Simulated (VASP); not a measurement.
## GaAs (zincblende), r²SCAN single-point calculation: VASP's output and Ansatz's

POSCAR

```
Ga As
 1.0000000000000000
    -0.0000000000000000    2.8330850957320126    2.8330850957320126
     2.8330850957320126    0.0000000000000000    2.8330850957320126
     2.8330850957320126    2.8330850957320126    0.0000000000000000
 Ga  As
   1   1
Cartesian
  0.0000000000000000 -0.0000000000000000  0.0000000000000000
  1.4165425478660063  1.4165425478660063  1.4165425478660063
```

VASP ran with the recommended PBE PAW datasets (18 valence electrons in the cell).

From OUTCAR

```
k-points           NKPTS =     29   k-points in BZ     NKDIM =     29   number of bands    NBANDS=     16

   NELECT =      18.0000    total number of electrons

   dimension x,y,z NGX =    30 NGY =   30 NGZ =   30
   dimension x,y,z NGXF=    60 NGYF=   60 NGZF=   60

  energy-cutoff  :      520.00
  volume of cell :       45.48
      direct lattice vectors                 reciprocal lattice vectors
     0.000000000  2.833085096  2.833085096    -0.176486051  0.176486051  0.176486051
     2.833085096  0.000000000  2.833085096     0.176486051 -0.176486051  0.176486051
     2.833085096  2.833085096  0.000000000     0.176486051  0.176486051 -0.176486051

 k-points in reciprocal lattice and weights: KPOINTS created by Atomic Simulation Env
   0.00000000  0.00000000  0.00000000       0.002
   0.12500000  0.00000000  0.00000000       0.016
   0.25000000  0.00000000  0.00000000       0.016
   0.37500000  0.00000000  0.00000000       0.016
   0.50000000  0.00000000  0.00000000       0.008
   0.12500000  0.12500000  0.00000000       0.012
   0.25000000  0.12500000  0.00000000       0.047
   0.37500000  0.12500000  0.00000000       0.047
   ...

 E-fermi :   3.7168

 k-point     1 :       0.0000    0.0000    0.0000
  band No.  band energies     occupation
      1     -11.6073      2.00000
      2     -11.6073      2.00000
      3     -11.6072      2.00000
      4     -11.5195      2.00000
      5     -11.5195      2.00000
      6      -9.5444      2.00000
      7       3.6172      2.00000
      8       3.6172      2.00000
      9       3.6172      2.00000
     10       4.5603      0.00000
     11       7.6559      0.00000
     12       7.6561      0.00000
     13       7.6561      0.00000
     14      11.8421      0.00000
     15      14.2324      0.00000
     16      14.2324      0.00000

 k-point     2 :       0.1250    0.0000    0.0000
  band No.  band energies     occupation
      1     -11.6222      2.00000
      2     -11.6035      2.00000
      3     -11.6035      2.00000
      4     -11.5197      2.00000
      5     -11.5197      2.00000
      6      -9.3538      2.00000
      7       1.7033      2.00000
      8       3.3772      2.00000
      9       3.3772      2.00000
     10       5.5569      0.00000
     11       8.0138      0.00000
     12       8.0139      0.00000
     13       8.1694      0.00000
     14      12.7793      0.00000
     15      13.3989      0.00000
     16      13.3989      0.00000

 k-point     3 :       0.2500    0.0000    0.0000
  band No.  band energies     occupation
      1     -11.6543      2.00000
      2     -11.5954      2.00000
      3     -11.5953      2.00000
      4     -11.5192      2.00000
      5     -11.5192      2.00000
      6      -8.8230      2.00000
      7      -0.5622      2.00000
      8       2.9231      2.00000
      9       2.9231      2.00000
     10       5.4157      0.00000
     11       8.5532      0.00000
     12       8.5532      0.00000
     13      10.0352      0.00000
     14      13.1618      0.00000
     15      13.1618      0.00000
     16      13.2050      0.00000

 k-point     4 :       0.3750    0.0000    0.0000
  band No.  band energies     occupation
      1     -11.6824      2.00000
      2     -11.5887      2.00000
      3     -11.5886      2.00000
      4     -11.5171      2.00000
      5     -11.5171      2.00000
      6      -8.1152      2.00000
      7      -2.3805      2.00000
      8       2.5700      2.00000
      9       2.5700      2.00000
     10       5.0843      0.00000
     11       8.6520      0.00000
     12       8.6521      0.00000
     13      11.7735      0.00000
     14      13.2413      0.00000
     15      14.3800      0.00000
     16      14.3801      0.00000

 k-point     5 :       0.5000    0.0000    0.0000
  band No.  band energies     occupation
      1     -11.6933      2.00000
      2     -11.5864      2.00000
      3     -11.5864      2.00000
      4     -11.5157      2.00000
      5     -11.5157      2.00000
      6      -7.7137      2.00000
      7      -3.1612      2.00000
      8       2.4426      2.00000
      9       2.4426      2.00000
     10       4.9580      0.00000
     11       8.6020      0.00000
     12       8.6021      0.00000
     13      11.9006      0.00000
     14      14.7058      0.00000
     15      16.1481      0.00000
     16      16.1481      0.00000

 k-point     6 :       0.1250    0.1250    0.0000
  band No.  band energies     occupation
      1     -11.6304      2.00000
      2     -11.6000      2.00000
      3     -11.6000      2.00000
      4     -11.5225      2.00000
      5     -11.5175      2.00000
      6      -9.2904      2.00000
      7       1.6950      2.00000
      8       2.9496      2.00000
      9       2.9497      2.00000
     10       6.2915      0.00000
     11       7.0602      0.00000
     12       8.6457      0.00000
     13       8.6458      0.00000
     14      12.1557      0.00000
     15      13.1424      0.00000
     16      14.4961      0.00000

 ...

  Total        0.0334230      0.0334230      0.0334230      0.0000000      0.0000000      0.0000000
  in kB        1.1774640      1.1774640      1.1774640      0.0000000      0.0000000      0.0000000
  external PRESSURE =       1.1774640 kB  Pullay stress =       0.0000000 kB

 POSITION                                       TOTAL-FORCE (eV/Angst)
 -----------------------------------------------------------------------------------
      0.00000      0.00000      0.00000        -0.000000     -0.000000     -0.000000
      1.41654      1.41654      1.41654         0.000000      0.000000      0.000000
 -----------------------------------------------------------------------------------
    total drift:                                0.000001      0.000001      0.000001

  FREE ENERGIE OF THE ION-ELECTRON SYSTEM (eV)
  ---------------------------------------------------
  free  energy   TOTEN  =       -27.0532507455 eV

  energy  without entropy=      -27.0532507455  energy(sigma->0) =      -27.05325075
```

Datasets and cutoffs are each program's own. VASP's cell holds 18 valence electrons and Ansatz's 28. Ansatz's stress includes a Pulay correction; VASP's doesn't.

What does Ansatz give for the same cell and level of theory?

gap between bands v and c 0.96 eV; least direct gap 0.96 eV; pressure 0.0 GPa.

Ansatz printed

```
SCF 1 converged in 7 iterations: F = -8655.754429 eV  dr2 = 9.01e-9
  greatest PAW one-centre occupation: 0.999 electrons in one spin orbital (limit 2), on the As atom at site 1 (counted from 0), in its partial waves of l = 2
NSCF: frozen V_eff on 6 k-points
SCF converged after 7 iterations
Free energy (F): -8655.754429 eV
Harris-Foulkes:  -8655.754429 eV  (|F-HF|=4.45e-9)
Internal energy: -8655.754429 eV  (E = F + TS)
E sigma→0 (E₀):  -8655.754429 eV
Fermi energy:    7.848087 eV
--- Per-component energies (eV) ---
  E_band       = -333.252386
  E_kinetic    = 218.430749
  E_local      = -3928.842015  (includes V_loc(G=0)·N_el)
  E_nonlocal   = -242.885709
  E_hartree    = 1981.017387
  E_xc         = -136.543377
  E_vxc        = -143.824172  (∫ρ·V_xc dr)
  E_paw        = -3852.032554  (= ΣΔE_a)
  E_vpaw       = -205.677606  (= ΣTr[D̂ρ^β])
  E_aug_tail   = -0.000044  (compensation charges beyond the density's cutoff)
  E_vtau       = 7.511944  (kinetic-family band-sum trace: ∫τ·v_τ [+ j·A + Jᵃ·Aᵃ] dr)
  E_ewald      = -2692.788386
  E_core_change = -2.110478  (= ΣΔE_core)
  E_smearing   = -0.000000  (= −TS)
  E_closure    = 0.000000  (closes the sum)
  Σ components = -8655.754429   (vs F -8655.754429, Δ=0.00e0)
--- Forces (eV/Å), atoms counted from 1 ---
  atom   1  Ga     0.00000000    -0.00000000    -0.00000000
  atom   2  As    -0.00000000     0.00000000    -0.00000000
  max |Σ_I F_I| component: 2.08e-16 eV/Å
--- Stress (GPa, compression-positive) ---
        0.011470       0.000000      -0.000000
        0.000000       0.011470       0.000000
       -0.000000       0.000000       0.011470
  P = ⅓ Tr σ = 0.0115 GPa (0.115 kbar)
--- Band table (eV; the first three rows and the last of 29) ---
  k-point 0: bands = ["-27.9326", "-27.9326", "-27.9326", "-27.9202", "-27.9202", "-7.3719", "-7.3719", "-7.3719", "-7.2845", "-7.2845", "-5.3114", "7.8481", "7.8481", "7.8481", "8.8105", "11.8958", "11.8958", "11.8958"]
  k-point 1: bands = ["-27.9325", "-27.9324", "-27.9324", "-27.9202", "-27.9202", "-7.3870", "-7.3682", "-7.3682", "-7.2847", "-7.2847", "-5.1206", "5.9392", "7.6081", "7.6081", "9.8015", "12.2541", "12.2541", "12.4105"]
  k-point 2: bands = ["-27.9324", "-27.9321", "-27.9321", "-27.9201", "-27.9201", "-7.4194", "-7.3599", "-7.3599", "-7.2843", "-7.2843", "-4.5895", "3.6732", "7.1540", "7.1540", "9.6594", "12.7938", "12.7938", "14.2791"]
  k-point 28: bands = ["-27.9322", "-27.9318", "-27.9305", "-27.9204", "-27.9196", "-7.4795", "-7.3376", "-7.3246", "-7.2958", "-7.2806", "-2.6553", "1.0886", "4.2375", "4.4454", "12.8491", "12.9140", "13.7438", "14.3366"]
```
